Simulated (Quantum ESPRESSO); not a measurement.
Write the native input for Quantum ESPRESSO 7.5 that does the following.

- Task: dielectric tensor
- Functional: AM05
- Potentials or basis: GBRV 1.5 PBE
- Cutoff: 612 eV
- Density cutoff: 4898 eV
- k mesh: 10 × 10 × 10, shifted
- Occupations: fermi-dirac, width 0.05 eV
- Spin: no spin polarisation
- Mixing beta: 0.5
- Most SCF iterations: 120
- SCF threshold: 4e-10 Ry

Crystal: BN.

```
N B
1.0
     0.00000    1.81300    1.81300
     1.81300    0.00000    1.81300
     1.81300    1.81300    0.00000
N B
1 1
Direct
  0.25000 0.25000 0.25000
  0.00000 0.00000 0.00000
```

The cell is a database's computed one.

The input as run:

pw.in

```
&CONTROL
  calculation = 'scf'
  prefix = 'pwscf'
  outdir = './tmp'
  pseudo_dir = './pseudo'
  tprnfor = .true.
  tstress = .true.
  disk_io = 'low'
/
&SYSTEM
  ibrav = 0
  A = 2.5639706
  nat = 2
  ntyp = 2
  ecutwfc = 45
  ecutrho = 360
  nbnd = 9
  input_dft = 'XC-000I-000I-120L-135L-000I-000I'
  occupations = 'smearing'
  smearing = 'fd'
  degauss = 0.00367493
/
&ELECTRONS
  conv_thr = 4d-10
  electron_maxstep = 120
  mixing_beta = 0.5
/
ATOMIC_SPECIES
N     14.0070 n_pbe_v1.2.uspp.F.UPF
B     10.8100 b_pbe_v1.4.uspp.F.UPF
CELL_PARAMETERS alat
   0.0000000000    0.7071067820    0.7071067820
   0.7071067820    0.0000000000    0.7071067820
   0.7071067820    0.7071067820    0.0000000000
ATOMIC_POSITIONS alat
N      0.3535533910    0.3535533910    0.3535533910
B      0.0000000000    0.0000000000    0.0000000000
K_POINTS automatic
10 10 10 1 1 1
```

scf2.in

```
&CONTROL
  calculation = 'scf'
  prefix = 'pwscf'
  outdir = './tmp'
  pseudo_dir = './pseudo'
  tprnfor = .true.
  tstress = .true.
  disk_io = 'low'
/
&SYSTEM
  ibrav = 0
  A = 2.5639706
  nat = 2
  ntyp = 2
  ecutwfc = 45
  ecutrho = 360
  nbnd = 9
  input_dft = 'XC-000I-000I-120L-135L-000I-000I'
  occupations = 'fixed'
/
&ELECTRONS
  conv_thr = 1d-13
  electron_maxstep = 120
  mixing_beta = 0.5
  startingpot = 'file'
  startingwfc = 'file'
/
ATOMIC_SPECIES
N     14.0070 n_pbe_v1.2.uspp.F.UPF
B     10.8100 b_pbe_v1.4.uspp.F.UPF
CELL_PARAMETERS alat
   0.0000000000    0.7071067820    0.7071067820
   0.7071067820    0.0000000000    0.7071067820
   0.7071067820    0.7071067820    0.0000000000
ATOMIC_POSITIONS alat
N      0.3535533910    0.3535533910    0.3535533910
B      0.0000000000    0.0000000000    0.0000000000
K_POINTS automatic
10 10 10 1 1 1
```

ph.in

```
dielectric of BN
&INPUTPH
  prefix = 'pwscf'
  outdir = './tmp'
  tr2_ph = 1d-18
  fildyn = 'dyn'
  niter_ph = 90
  alpha_mix(1) = 0.7
  epsil = .true.
  trans = .false.
  zeu = .true.
/
0.0000000000 0.0000000000 0.0000000000
```

Potentials or basis: GBRV 1.5 PBE.

Launch:

```bash
$ OMP_NUM_THREADS=1 pw.x -in pw.in > pw.out
$ OMP_NUM_THREADS=1 pw.x -in scf2.in > scf2.out
$ OMP_NUM_THREADS=1 ph.x -in ph.in > ph.out
```

Results of the run:

The pressure is -6.3 GPa. The electronic dielectric tensor (diagonal) is 4.66 and the born charges (mean of the diagonal) is N -1.90; B +1.90 e.

Caveat: the potentials were made for another functional, which shifts forces and pressure; the cell is more than 3 GPa from zero pressure, which shifts response properties.

It took 91 s on 1 thread of Intel(R) Xeon(R) Processor @ 2.50GHz (Skylake/Cascade Lake), on a shared host, peak memory 0.05 GiB.
